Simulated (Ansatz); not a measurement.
# TePb (rocksalt type): the cost of one run

Method: DFT, PBE, PAW with Ansatz's default frozen-core files, scalar-relativistic, in Ansatz 0.2.0.

## (1) Starting point

It takes space group Fm-3m (No. 225, cubic). Conventional cell: a = 6.171 Å, b = 6.171 Å, c = 6.171 Å, α = 90.00°, β = 90.00°, γ = 90.00°. Around Pb (site symmetry m-3m) lie 6 Te at 3.09 Å. Te (site symmetry m-3m) is surrounded by 6 Pb at 3.09 Å.

Structure file:

```cif
data_structure
_symmetry_space_group_name_H-M 'Fm-3m'
_symmetry_Int_Tables_number 225
_cell_length_a 6.1708
_cell_length_b 6.1708
_cell_length_c 6.1708
_cell_angle_alpha 90.000
_cell_angle_beta 90.000
_cell_angle_gamma 90.000
_cell_volume 234.97
loop_
_atom_site_label
_atom_site_type_symbol
_atom_site_symmetry_multiplicity
_atom_site_Wyckoff_symbol
_atom_site_fract_x
_atom_site_fract_y
_atom_site_fract_z
_atom_site_occupancy
Pb1 Pb 4 a 0.00000 0.00000 0.00000 1
Te1 Te 4 b 0.50000 0.00000 0.00000 1
```

The file gives the conventional cell by its symmetry; the runs use the cell typed in the input.

Atoms are numbered in the order of the input: Pb1, Te2.

## (2) Cell relaxed at zero pressure, PAW

The input, input.yaml:

```yaml
crystal:
  lattice:
    - [0.0, 3.085379018, 3.085379018]
    - [3.085379018, 0.0, 3.085379018]
    - [3.085379018, 3.085379018, 0.0]
  atoms:
    - { symbol: Pb, position: [0.0, 0.0, 0.0] }
    - { symbol: Te, position: [0.5, 0.5, 0.5] }
kpoints:
  mp_grid: { grid: [11, 11, 11] }
scf:
  occupations: { method: fermi_dirac, width: 0.08 }
hamiltonian:
  xc: pbe
  pseudopotentials: { kind: paw }
output:
  forces: true
  stress: true
  write_density: true
  write_potential: true
  elf: true
  volumetric_format: npy
relax:
  f_tol: 0.005
  max_steps: 40
  cell: {}
```

The run is started by

```console
$ ansatz run input.yaml --threads 1 --pin off --max-ram 3584MiB --backend cpu --events-out ev --progress --plain --runs-dir out
```

Q: Estimate wall time and peak memory on 1 thread of Intel Xeon 6975P-C (Granite Rapids), shared host.

About 9.6 s, with a peak of 0.42 GiB.
